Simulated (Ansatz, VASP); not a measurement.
Al in VASP and in Ansatz

```
CELL_PARAMETERS angstrom
2.80112 0.00000 0.00000
-1.40056 2.42584 0.00000
0.00000 0.00000 9.19283
ATOMIC_POSITIONS crystal
Al 0.00000 0.00000 0.00000
Al 0.33333 0.66667 0.25000
Al 0.00000 0.00000 0.50000
Al 0.66667 0.33333 0.75000
```

Alike in both runs: functional PBEsol; dispersion D3(BJ); k mesh 18 × 18 × 6; occupations gaussian, width 0.1 eV; no spin polarisation.

Ansatz relaxed the structure, and its values are those at the end. VASP's run is a single point on that final structure, the one shown.

|  | VASP | Ansatz |
| --- | --- | --- |
| version | VASP 6.6.1 | Ansatz 0.2.0 |
| potentials or method | VASP PAW PBE potentials, release 64 (Al) | scalar-relativistic, plane waves, PAW |
| plane-wave cutoff (eV) | 520 | 420 |
| valence electrons in the cell | 12 | 12 |

Ansatz gave:

```
gap on the k mesh at the Fermi level (eV) : none
pressure (GPa)                            : 0.0
```

**Question.** Which values does VASP return?

**Answer.** gap on the k mesh at the Fermi level (eV): none; pressure (GPa): 0.1.

A gap of «none» marks a metal or a gap that the smearing closes.

Caveats: the PAW data sets were made with another functional, which shifts forces and pressure a little (VASP); pairwise dispersion overbinds metals, which lowers pressure and volume.
